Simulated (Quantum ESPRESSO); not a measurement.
C:

```
CELL_PARAMETERS angstrom
2.12732 -1.22828 0.00000
2.12732 1.22828 0.00000
-1.37907 0.00000 3.50283
ATOMIC_POSITIONS crystal
C 0.16664 0.16664 0.99991
C 0.83336 0.83336 0.00009
```

This is a stacking variant of graphite.

```yaml
Program: Quantum ESPRESSO 7.5
Task: single point
Functional: PBE
Potentials_or_basis: SSSP 1.3 efficiency PBE
Cutoff: 748 eV
Density_cutoff: 5987 eV
k_mesh: 13 × 13 × 8
Occupations: fermi-dirac, width 0.05 eV
Spin: no spin polarisation
```

On this cell: pressure 3.9 GPa; largest force 0.005 eV/Å; band gap on the k mesh 0.93 eV, indirect (least direct gap 0.94 eV).

The same run follows on a disturbed copy (atoms moved at random, drawn with an rms of 0.05 Å):

```xyz
2
Lattice="2.1273 -1.2283 0.0000 2.1273 1.2283 0.0000 -1.3791 0.0000 3.5028" Properties=species:S:1:pos:R:3 pbc="T T T"
C    -0.6644    0.0420    3.5101
C     3.5618    0.0039    0.0229
```

Task: What changes?

Result: The energy moves by +22.3 meV/atom; pressure 4.5 GPa; largest force 2.146 eV/Å; band gap on the k mesh 0.50 eV, direct.

Forces on the atoms (eV/Å):
```
C    0.519 -2.068  0.251
C   -0.519  2.068 -0.251
```

Stress tensor (GPa, compression positive):
```
 7.01  4.22 -0.10
 4.22  4.61  0.30
-0.10  0.30  1.96
```

Caveats: an odd mesh through Γ misses points on the zone boundary, where band edges often lie; this functional lacks dispersion, which binds the layers, so the pressure and a relaxed spacing across them are unreliable (some runs).
